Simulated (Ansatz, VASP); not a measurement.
**One calculation of CdTe, two programs**

INCAR

```
PREC     = Accurate       # precision mode
ENCUT    = 520            # plane-wave cutoff, eV
EDIFF    = 1E-6           # SCF threshold, eV
ISMEAR   = 0              # smearing method
SIGMA    = 0.05           # smearing width, eV
LREAL    = False          # projectors in reciprocal space
LASPH    = True           # aspherical terms in the spheres
NELM     = 80             # most SCF steps
ALGO     = Normal         # electronic algorithm
ISIF     = 2              # what is computed and relaxed
LWAVE    = False          # write WAVECAR
LCHARG   = True           # write CHGCAR
GGA      = RP             # functional
IVDW     = 13             # dispersion correction
LELF     = True           # ELF
LVHAR    = True         
NBANDS   = 16             # bands
```

Contents of KPOINTS:

```
regular mesh
0
Gamma
  6 6 6
```

Contents of POSCAR:

```
CdTe
1.0
    0.0000000000      3.0023159920      3.0023159920
    3.0023159920      0.0000000000      3.0023159920
    3.0023159920      3.0023159920      0.0000000000
Cd Te
1 1
Direct
    0.5000000000      0.5000000000      0.5000000000
    0.0000000000      0.0000000000      0.0000000000
```

Input for Ansatz:

```yaml
crystal:
  lattice:
    - [0.0, 3.002315992, 3.002315992]
    - [3.002315992, 0.0, 3.002315992]
    - [3.002315992, 3.002315992, 0.0]
  atoms:
    - { symbol: Cd, position: [0.5, 0.5, 0.5] }
    - { symbol: Te, position: [0.0, 0.0, 0.0] }
basis:
  ecutwfc: 420
  ecutrho_ratio: 4
kpoints:
  mp_grid: { grid: [6, 6, 6] }
hamiltonian:
  xc: rpbe
  dispersion: d4
scf:
  occupations: { method: gaussian, width: 0.05 }
output:
  forces: true
  stress: true
  eigenvalues: true
```

Alike in both runs: task single point; functional RPBE; dispersion D4; k mesh 6 × 6 × 6; occupations gaussian, width 0.05 eV; no spin polarisation.

|  | VASP | Ansatz |
| --- | --- | --- |
| version | VASP 6.6.1 | Ansatz 0.2.0 |
| potentials or method | VASP PAW PBE potentials, release 64 (Cd, Te) | scalar-relativistic, plane waves, PAW |
| plane-wave cutoff (eV) | 520 | 420 |
| valence electrons in the cell | 18 | 36 |

|  | VASP | Ansatz | Ansatz less VASP |
| --- | --- | --- | --- |
| gap on the k mesh at the Fermi level (eV) | none | none | - |
| pressure (GPa) | 0.2 | 0.0 | -0.18 |
| dispersion energy (meV/atom) | -863.4 | -863.6 | -0.19 |

A gap of «none» marks a metal or a gap that the smearing closes. The two sets of potentials don't hold the same shells in valence.

Caveats: the PAW data sets were made with another functional, which shifts forces and pressure a little (VASP); pairwise dispersion overbinds metals, which lowers pressure and volume. Spin-orbit coupling is left out, which matters for the levels of Te.
